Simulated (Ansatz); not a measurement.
**Ta under changes of volume**

One of the cells (18.010 Å³/atom); the others are scaled copies at fixed shape and fractional positions:

```xyz
1
Lattice="-1.6513 1.6513 1.6513 1.6513 -1.6513 1.6513 1.6513 1.6513 -1.6513" Properties=species:S:1:pos:R:3 pbc="T T T"
Ta    0.0000    0.0000    0.0000
```

- Program: Ansatz 0.2.0
- Functional: PBE
- Potentials or basis: Ansatz NC
- Cutoff: 1000 eV (not typed: the program's choice for these potentials)
- k mesh: 11 × 11 × 11
- Occupations: fermi-dirac, width 0.05 eV
- Spin: no spin polarisation

```csv
volume (Å³/atom),energy over the lowest point (meV/atom),pressure (GPa)
16.930,?,?
17.290,30.94,11.6
17.650,10.64,6.8
18.010,0.72,2.5
18.371,0.00,-1.3
18.731,7.49,-4.8
19.091,22.35,-8.0
```

Problem. What does the run at 16.930 Å³/atom give?

Solution. Energy over the lowest point 62.88 meV/atom; pressure 17.0 GPa.

Worked out: A Birch-Murnaghan fit of order 3 (a polynomial in V^(-2/3)) to the other rows has its minimum at 18.22 Å³/atom with B0 = V·E''(V) = 194 GPa and B' = 4.8. It gives 62.82 meV/atom at 16.930 Å³/atom, against the run's 62.88, and -dE/dV = 17.0 GPa, against 17.0.

Energies are extrapolated to zero smearing.
